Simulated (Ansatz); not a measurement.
## Sn: band structure with r2SCAN

Sn:

```
Sn
1.0
    -1.89465    1.89465    1.89465
     1.89465   -1.89465    1.89465
     1.89465    1.89465   -1.89465
Sn
1
Direct
  0.00000 0.00000 0.00000
```

This isn't the form of Sn at room conditions, which is tetragonal (white tin).

```json
{"Program": "Ansatz 0.2.0", "Task": "band structure", "Functional": "r2SCAN", "Potentials or basis": "Ansatz PAW", "Cutoff": "500 eV (not typed: the program's choice for these potentials)", "k mesh": "10 × 10 × 10", "Occupations": "fermi-dirac, width 0.05 eV", "Spin": "no spin polarisation", "Path": "[[\"G\", \"H\", \"N\", \"G\", \"P\", \"H\"], [\"P\", \"N\"]]", "Points for each segment of the path": "14"}
```

```yaml
Pressure: -0.8 GPa
Band_gap_on_the_k_mesh: none (metal or under the smearing width)
```

Levels at the corners of the path, in eV from the Fermi level:
| point | band 4 | band 5 | band 6 | band 7 | band 8 | band 9 | band 10 | band 11 |
| --- | --- | --- | --- | --- | --- | --- | --- | --- |
| Γ | -22.17 | -22.17 | -11.63 | 8.45 | 8.45 | 8.45 | 12.90 | 12.90 |
| H | -22.10 | -22.10 | -2.30 | -0.57 | -0.57 | -0.57 | 4.20 | 4.20 |
| N | -22.18 | -22.08 | -6.63 | -4.66 | 3.76 | 5.87 | 8.58 | 8.63 |
| Γ | -22.17 | -22.17 | -11.63 | 8.45 | 8.45 | 8.45 | 12.90 | 12.90 |
| P | -22.18 | -22.18 | -5.26 | -1.51 | -1.51 | -1.51 | 19.05 | 19.05 |
| H | -22.10 | -22.10 | -2.30 | -0.57 | -0.57 | -0.57 | 4.20 | 4.20 |
| P | -22.18 | -22.18 | -5.26 | -1.51 | -1.51 | -1.51 | 19.05 | 19.05 |
| N | -22.18 | -22.08 | -6.63 | -4.66 | 3.76 | 5.87 | 8.58 | 8.63 |

Run time: 2 s on 2 threads of Arm Neoverse V2 (shared host), peak memory 0.33 GiB.

Caveat: spin-orbit coupling is left out, which moves the levels of the heavy elements; the PAW data sets come from PBE, with cores solved anew for the run's functional, which leaves a small shift of forces and pressure.
